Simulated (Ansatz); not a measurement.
# TiSe2: the cost of one run

Computed with Ansatz 0.2.0 (DFT PBE+D3(BJ), scalar-relativistic, plane waves, PAW, unless a step's input says otherwise).

A COD entry behind a cell of this session may itself be a prediction, so a difference from it is no test against experiment.

1 further run of the same task is left out (set aside as unsound or not needed).

### 1 The system as given

Symmetry: P-3m1, No. 164, trigonal system. The conventional cell has a = 3.481 Å, b = 3.481 Å, c = 5.873 Å, α = 90.00°, β = 90.00°, γ = 120.00°. Ti (site symmetry -3m) has 6 Se at 2.54 Å as nearest neighbours. Se (site symmetry 3m) is surrounded by 3 Ti at 2.54 Å.

As a file:

```
Ti Se
1.0
     3.48071    0.00000    0.00000
    -1.74036    3.01439    0.00000
     0.00000    0.00000    5.87316
Ti Se
1 2
Direct
  0.00000 0.00000 0.00000
  0.33333 0.66667 0.26467
  0.66667 0.33333 0.73533
```

This cell was relaxed beforehand with the same method: volume 20.54 Å³/atom, gap on the mesh none (metal).

### 2 Volume × 0.97

input.yaml

```yaml
crystal:
  lattice:
    - [3.4455530046, 0.0, 0.0]
    - [-1.7227765023, 2.9839364321, 0.0]
    - [0.0, 0.0, 5.813828569]
  atoms:
    - { symbol: Ti, position: [0.0, 0.0, 0.0] }
    - { symbol: Se, position: [0.3333333333, 0.6666666667, 0.2646670002] }
    - { symbol: Se, position: [0.6666666667, 0.3333333333, 0.7353329998] }
basis:
  ecutwfc: 420
kpoints:
  mp_grid: { grid: [15, 15, 8] }
hamiltonian:
  xc: pbe
  dispersion: d3bj
scf:
  occupations: { method: gaussian, width: 0.1 }
output:
  forces: true
  stress: true
  eigenvalues: true
relax:
  adjacent_minimum: "off"
  f_tol: 0.01
  max_steps: 30
  cell: { stress_tol: 0.1, fix: [volume] }
```

Launch:

```bash
ansatz run input.yaml --threads 1 --pin off --max-ram 2560MiB --backend cpu --events-out ev --progress --plain --runs-dir out
```

Q: Estimate wall time and peak memory on 1 thread of Intel Xeon Platinum 8559C (Emerald Rapids), shared host.

About 33 s, with a peak of 0.61 GiB.
